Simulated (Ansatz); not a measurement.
# AlN: single point with HSE06 form with a typed share of exact exchange

The system is AlN.

```
Al N
1.0
     3.31212    0.00000    0.00000
    -1.65606    2.86838    0.00000
     0.00000    0.00000    4.18756
Al N
2 2
Direct
  0.66667 0.33333 0.25000
  0.33333 0.66667 0.75000
  0.66667 0.33333 0.75000
  0.33333 0.66667 0.25000
```

Measurements of this composition are mostly on another form, of space group No. 186.

```json
{
 "Program": "Ansatz 0.2.0",
 "Task": "single point",
 "Functional": "HSE06 form with a typed share of exact exchange",
 "Potentials or basis": "Ansatz PAW",
 "Cutoff": "420 eV (not typed: the program's choice for these potentials)",
 "k mesh": "5 × 5 × 4",
 "Occupations": "fermi-dirac, width 0.05 eV",
 "Spin": "no spin polarisation"
}
```

| Quantity | Value |
| --- | --- |
| Pressure | -5.8 GPa |
| Band gap on the k mesh | 4.54 eV, direct |

Stress tensor (GPa, compression positive):
```
-5.71  0.00  0.00
 0.00 -5.71  0.00
 0.00  0.00 -5.90
```

Levels at points of the mesh, in eV from the valence-band top:
| k point | band 5 | band 6 | band 7 | band 8 | band 9 | band 10 | band 11 | band 12 |
| --- | --- | --- | --- | --- | --- | --- | --- | --- |
| (0.00, 0.00, 0.00) | -3.54 | -1.74 | -1.74 | 0.00 | 4.54 | 5.80 | 9.76 | 9.76 |
| (0.00, 0.00, -0.50) | -2.69 | -2.69 | -2.69 | -2.69 | 7.05 | 7.05 | 9.92 | 9.92 |

Wall time 4.3 s on 2 threads of Intel(R) Xeon(R) 6975P-C (Granite Rapids), on a shared host, peak memory 0.73 GiB.

Caveat: the k mesh is coarse (spacing up to 0.44 Å⁻¹), so the values aren't converged, least of all with exact exchange; odd divisions of the mesh miss points on the zone boundary, where band edges often lie, so the gap on the mesh can be too wide; the pressure holds a Pulay correction of +0.4 GPa for the finite cutoff; the PAW data sets come from PBE, with cores solved anew for the run's functional, which leaves a small shift of forces and pressure; the thresholds are loose for stress.
